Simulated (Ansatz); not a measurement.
The system is Y.

```
CELL_PARAMETERS angstrom
3.64740 0.00000 0.00000
-1.82370 3.15874 0.00000
0.00000 0.00000 5.73060
ATOMIC_POSITIONS crystal
Y 0.66667 0.33333 0.75000
Y 0.33333 0.66667 0.25000
```

```yaml
Program: Ansatz 0.2.0
Task: single point
Functional: PBE
Potentials_or_basis: Ansatz PAW
Cutoff: "420 eV (not typed: the program's choice for these potentials)"
k_mesh: 8 × 8 × 5
Occupations: fermi-dirac, width 0.05 eV
Spin: no spin polarisation
```

On this cell: pressure -0.1 GPa; largest force under 0.003 eV/Å; band gap on the k mesh none (metal or under the smearing width).

The same run follows on a disturbed copy (atoms moved at random, drawn with an rms of 0.05 Å):

```xyz
2
Lattice="3.6474 0.0000 0.0000 -1.8237 3.1587 0.0000 0.0000 0.0000 5.7306" Properties=species:S:1:pos:R:3 pbc="T T T"
Y     1.8572    1.0164    4.3050
Y    -0.0239    2.1294    1.4649
```

Question: What does the disturbed cell give?

Answer: The energy (extrapolated to zero smearing) moves by +2.3 meV/atom; pressure -0.1 GPa; largest force 0.122 eV/Å; band gap on the k mesh none (metal or under the smearing width).

Forces in eV/Å, atoms in the order of the input:
```
Y   -0.060  0.066  0.084
Y    0.060 -0.066 -0.084
```

Stress tensor (GPa, compression positive):
```
-0.20  0.18 -0.02
 0.18  0.18  0.02
-0.02  0.02 -0.35
```
